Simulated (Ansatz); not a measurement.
Ag:

```
Ag
1.0
     2.93000    0.00000    0.00000
    -1.46500    2.53745    0.00000
     0.00000    0.00000    4.79000
Ag
2
Cartesian
  1.4650 0.8458 3.5925
  0.0000 1.6916 1.1975
```

This isn't the form of Ag at room conditions, which is fcc.

Base run:

- Program: Ansatz 0.2.0
- Functional: RPBE
- Potentials or basis: all-electron LAPW, scalar-relativistic
- Cutoff: 233 eV (chosen from the basis error)
- Basis error allowed: 0.001 eV/atom
- k mesh: 10 × 10 × 6
- Occupations: gaussian, width 0.1 eV
- Spin: no spin polarisation

Its results: band gap on the k mesh none (metal or under the smearing width); pressure 4.5 GPa.

**Question.** The run is repeated on the same cell with these changes: functional from RPBE to LDA; occupations from gaussian, width 0.1 eV to gaussian, width 0.05 eV. What comes out?

**Answer.** Band gap on the k mesh none (metal or under the smearing width); pressure -10.4 GPa.
